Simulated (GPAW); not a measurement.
ZnS:

```xyz
2
Lattice="0.0000 2.7020 2.7020 2.7020 0.0000 2.7020 2.7020 2.7020 0.0000" Properties=species:S:1:pos:R:3 pbc="T T T"
Zn    4.0530    4.0530    4.0530
S     0.0000    0.0000    0.0000
```

```yaml
Program: GPAW 26.7.0
Task: single point
Functional: PBE
Potentials_or_basis: GPAW PAW data sets (gpaw-data 1.2.1)
Cutoff: 600 eV
Basis: pw
k_mesh: 9 × 9 × 9
Occupations: fermi-dirac, width 0.05 eV
Spin: no spin polarisation
```

On this cell: pressure 1.6 GPa; largest force zero by symmetry; band gap on the k mesh 2.10 eV, direct.

The same run follows on a disturbed copy (atoms moved at random, drawn with an rms of 0.05 Å):

```
Zn S
1.0
     0.00000    2.70200    2.70200
     2.70200    0.00000    2.70200
     2.70200    2.70200    0.00000
Zn S
1 1
Direct
  0.73972 0.74373 0.74780
  0.99096 0.01185 0.98815
```

Problem. What changes?

Solution. The energy moves by +5.9 meV/atom; pressure 1.8 GPa; largest force 0.399 eV/Å; band gap on the k mesh 2.06 eV, direct.

Forces in eV/Å, atoms in the order of the input:
```
Zn   0.165 -0.165  0.323
S   -0.165  0.165 -0.323
```

Stress tensor (GPa, compression positive):
```
 1.79 -1.30  0.65
-1.30  1.79 -0.66
 0.65 -0.66  1.71
```

